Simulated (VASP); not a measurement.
Wanted: the native input for a VASP 6.6.1 run.

| Property | Result |
| --- | --- |
| Task | single point |
| Functional | PBE |
| Potentials or basis | VASP PAW PBE potentials, release 64 (Zn, Cu, Sn_d, S) |
| Cutoff | 520 eV |
| k mesh | 6 × 6 × 6 |
| Occupations | gaussian, width 0.1 eV |
| Spin | no spin polarisation |
| Dipole correction | no |
| Further INCAR settings | ALGO = Fast; EDIFF = 1e-06; NBANDS = 46 |

The structure of ZnCu2SnS4 lies in POSCAR:

```
ZnCu2SnS4
1.0
   -2.7171000000      2.7171000000      5.4248000000
    2.7171000000     -2.7171000000      5.4248000000
    2.7171000000      2.7171000000     -5.4248000000
Zn Cu Sn S
1 2 1 4
Direct
    0.2500000000      0.7500000000      0.5000000000
    0.0000000000      0.0000000000      0.0000000000
    0.7500000000      0.2500000000      0.5000000000
    0.5000000000      0.5000000000      0.0000000000
    0.3716100000      0.8844100000      0.9996000000
    0.1155900000      0.1151900000      0.4872000000
    0.8848100000      0.3720100000      0.0004000000
    0.6279900000      0.6283900000      0.5128000000
```

One way to write it, as run:

INCAR

```
SYSTEM = ZnCu2SnS4
PREC = Accurate ; ENCUT = 520
EDIFF = 1E-6 ; ISMEAR = 0
SIGMA = 0.1 ; LREAL = .FALSE.
LASPH = .TRUE. ; NELM = 100
ALGO = Fast ; ISIF = 2
LWAVE = .FALSE. ; LCHARG = .FALSE.
GGA = PE ; NBANDS = 46
```

KPOINTS

```
Automatic mesh
0
G
  6 6 6
  0 0 0
```

Potentials or basis: VASP PAW PBE potentials, release 64 (Zn, Cu, Sn_d, S).

Launch:

```sh
$ cat potpaw_PBE.64/Zn/POTCAR potpaw_PBE.64/Cu/POTCAR potpaw_PBE.64/Sn_d/POTCAR potpaw_PBE.64/S/POTCAR > POTCAR
$ mpirun -np 1 vasp_std > vasp.out
```

It gave:

```
Pressure               : 2.1 GPa
Largest force          : 0.579 eV/Å
Band gap on the k mesh : 0.32 eV, direct
```

Caveat: spin-orbit coupling is left out, which moves the levels of the heavy elements.

It took 4.7 min on 1 thread of Intel(R) Xeon(R) 6975P-C (Granite Rapids) (shared host), peak memory 0.52 GiB.
